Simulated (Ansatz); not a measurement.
**C: ideal shear of a crystal plane**

Method: DFT r2SCAN, scalar-relativistic, plane waves, PAW in Ansatz 0.2.0. The runs took a 500 eV cutoff, a Γ-centred 10×10×2 mesh and Gaussian smearing (0.05 eV). No spin polarisation. Energies are free energies at this smearing, counted from the undisturbed cell; pressure is positive in compression.

The undisturbed cell (relaxed at this level):

```
CELL_PARAMETERS angstrom
1.78014 -1.78014 0.00000
1.78014 0.00000 -1.78014
7.12057 7.12057 7.12057
ATOMIC_POSITIONS crystal
C 0.66667 0.66667 0.27087
C 0.00000 0.00000 0.10420
C 0.33333 0.33333 0.43753
C 0.66667 0.66667 0.77087
C 0.00000 0.00000 0.60420
C 0.33333 0.33333 0.93753
C 0.66667 0.66667 0.39587
C 0.00000 0.00000 0.22920
C 0.33333 0.33333 0.56253
C 0.66667 0.66667 0.89587
C 0.00000 0.00000 0.72920
C 0.33333 0.33333 0.06253
```

The cut lies on the cell's a–b face, a (1 1 1) plane (indices in the standard cell, whose axes needn't be the Cartesian ones shown) of area 5.49 Å², between layers 1.54 Å apart. Vector c is tilted by f times 1·a + 0·b (length 2.518 Å) with the atoms' Cartesian places fixed: one unrelaxed fault a cell. The traction is dγ/du, the slope of γ against the slip u in Å. Some rows repeat others by symmetry and weren't run.

```
     f  γ (mJ/m²) traction (GPa)
0.0000          0             0.0
0.1000        803            63.5
0.2000       3155           121.6
0.3000       6766           160.2
0.4000      10732           134.6
0.5000      12483             0.0
0.6000      10732          -134.6
0.7000       6766          -160.2
0.8000       3155          -121.6
0.9000        803           -63.5
```

Read off the first barrier and the stress needed to climb it, and compare with Frenkel's sinusoid.

The first sampled maximum lies at f = 0.500, a slip of 1.26 Å, with γ ≈ 12483 mJ/m², which stands in for the unstable fault energy γ_us, and the steepest sampled slope before it is 160.2 GPa. A sinusoid γ = γ_us sin²(πu/λ) with its maximum there has λ = 2.52 Å and a largest slope πγ_us/λ = 155.8 GPa (1 mJ/m² per Å = 0.01 GPa). The stand-in is too high: the stress and forces give a traction of 51.5 GPa across the line at this point, so it is no saddle, and slip that bends off the line crosses lower.

Is there a metastable fault on this line?

Apart from points where γ returns to about zero, no local minimum shows among the samples, so at this sampling the line offers no fault for a dislocation to split on; a fault can still lie off the line.

The cut is rigid; relaxing the faces lowers these energies and usually the stresses.

The gap closes along the scan, which can put kinks into the curve.

Cost: 6 runs of about 3.4 core-minutes in all, on Arm Neoverse V1 (shared hosts).